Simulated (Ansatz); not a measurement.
# C (Fd-3m): how far a G0W0 gap depends on its settings

How well converged is a G0W0 gap of C (diamond)?

Program: Ansatz 0.2.0. G0W0, plane waves. No spin polarisation and no zero-point or thermal motion.

**1. The structure to begin with**

The cell was relaxed beforehand with r2SCAN.

Space group Fd-3m (No. 227), cubic; a = 3.560 Å in the conventional setting, 5.64 Å³ an atom. Near C stand 4 C at 1.54 Å.

The structure in full:

```
CELL_PARAMETERS angstrom
0.00000 1.78012 1.78012
1.78012 0.00000 1.78012
1.78012 1.78012 0.00000
ATOMIC_POSITIONS crystal
C 0.00000 0.00000 0.00000
C 0.25000 0.25000 0.25000
```

**2. 20 empty bands, 80 eV**

The input, input.yaml:

```yaml
crystal:
  lattice:
    - [0.0, 1.7801241434, 1.7801241434]
    - [1.7801241434, 0.0, 1.7801241434]
    - [1.7801241434, 1.7801241434, 0.0]
  atoms:
    - { symbol: C, position: [0.0, 0.0, 0.0] }
    - { symbol: C, position: [0.25, 0.25, 0.25] }
kpoints:
  mp_grid: { grid: [6, 6, 6] }
hamiltonian:
  xc: pbe
scf:
  occupations: { method: fixed }
gw:
  n_empty_bands: 20
  ecut_chi: 80
  qp_bands: [v2, c2]
  qp_kpoints: band_edges
  screening: { model: contour_deformation }
```

On the command line:

```sh
$ ansatz run input.yaml --threads 2 --pin off --max-ram 3686MiB --backend cpu --events-out ev --progress --plain --runs-dir out
```

**3. 42 empty bands, 140 eV**

input.yaml, as its differences from that of step 2:

```diff
@@ -15,4 +15,4 @@
 gw:
-  n_empty_bands: 20
-  ecut_chi: 80
+  n_empty_bands: 42
+  ecut_chi: 140
   qp_bands: [v2, c2]
```

**4. 77 empty bands, 210 eV**

input.yaml, as its differences from that of step 3:

```diff
@@ -15,4 +15,4 @@
 gw:
-  n_empty_bands: 42
-  ecut_chi: 140
+  n_empty_bands: 77
+  ecut_chi: 210
   qp_bands: [v2, c2]
```

**5. Starting from HSE06**

input.yaml, as its differences from that of step 4:

```diff
@@ -11,3 +11,3 @@
 hamiltonian:
-  xc: pbe
+  xc: hse06
 scf:
@@ -15,4 +15,4 @@
 gw:
-  n_empty_bands: 77
-  ecut_chi: 210
+  n_empty_bands: 42
+  ecut_chi: 140
   qp_bands: [v2, c2]
```

**6. Starting from LDA**

input.yaml, as its differences from that of step 5:

```diff
@@ -11,3 +11,3 @@
 hamiltonian:
-  xc: hse06
+  xc: lda
 scf:
```

**7. Starting from r2SCAN**

input.yaml, as its differences from that of step 6:

```diff
@@ -11,3 +11,3 @@
 hamiltonian:
-  xc: lda
+  xc: r2scan
 scf:
```

**8. A plasmon pole in place of the full frequency dependence**

input.yaml, as its differences from that of step 7:

```diff
@@ -11,3 +11,3 @@
 hamiltonian:
-  xc: r2scan
+  xc: pbe
 scf:
@@ -19,2 +19,2 @@
   qp_kpoints: band_edges
-  screening: { model: contour_deformation }
+  screening: { model: godby_needs }
```

**9. A finer mesh, 10×10×10**

input.yaml, as its differences from that of step 8:

```diff
@@ -9,3 +9,3 @@
 kpoints:
-  mp_grid: { grid: [6, 6, 6] }
+  mp_grid: { grid: [10, 10, 10] }
 hamiltonian:
@@ -15,6 +15,6 @@
 gw:
-  n_empty_bands: 42
-  ecut_chi: 140
+  n_empty_bands: 20
+  ecut_chi: 80
   qp_bands: [v2, c2]
   qp_kpoints: band_edges
-  screening: { model: godby_needs }
+  screening: { model: contour_deformation }
```

**10. Norm-conserving pseudopotentials**

input.yaml, as its differences from that of step 9:

```diff
@@ -9,5 +9,6 @@
 kpoints:
-  mp_grid: { grid: [10, 10, 10] }
+  mp_grid: { grid: [6, 6, 6] }
 hamiltonian:
   xc: pbe
+  pseudopotentials: { kind: nc }
 scf:
@@ -15,4 +16,4 @@
 gw:
-  n_empty_bands: 20
-  ecut_chi: 80
+  n_empty_bands: 42
+  ecut_chi: 140
   qp_bands: [v2, c2]
```

What does the calculation give? Wanted: for each run, start; potentials; frequencies; empty bands; cutoff; Kohn-Sham gap; G0W0 gap.

The runs gave:

| start | potentials | frequencies | empty bands | cutoff (eV) | mesh | Kohn-Sham gap (eV) | G0W0 gap (eV) |
| --- | --- | --- | --- | --- | --- | --- | --- |
| PBE | PAW | full | 20 | 80 | 6×6×6 | 4.17 | 5.23 |
| PBE | PAW | full | 42 | 140 | 6×6×6 | 4.17 | 5.45 |
| PBE | PAW | full | 77 | 210 | 6×6×6 | 4.17 | 5.55 |
| HSE06 | PAW | full | 42 | 140 | 6×6×6 | 5.34 | 5.86 |
| LDA | PAW | full | 42 | 140 | 6×6×6 | 4.14 | 5.42 |
| r2SCAN | PAW | full | 42 | 140 | 6×6×6 | 4.38 | 5.59 |
| PBE | PAW | pole | 42 | 140 | 6×6×6 | 4.17 | 5.43 |
| PBE | PAW | full | 20 | 80 | 10×10×10 | 4.19 | 5.18 |
| PBE | NC | full | 42 | 140 | 6×6×6 | 4.18 | 5.46 |

Gaps are those on each run's own mesh.

What this shows: With bands and cutoff raised together, from 20 bands at 80 eV to 77 at 210 eV, the gap moves by +0.32 eV, and on the last rung by +0.10 eV; extrapolated in 1/N from the last two rungs, the limit on this k mesh would lie near 5.7 eV. The starting point matters: against PBE, HSE06 gives +0.41 eV, LDA gives -0.03 eV, r2SCAN gives +0.14 eV. The plasmon pole changes the gap by -0.023 eV. Norm-conserving potentials change it by +0.013 eV. On the finer mesh the quasiparticle shift is +0.99 eV, against +1.06 eV on the coarse one.
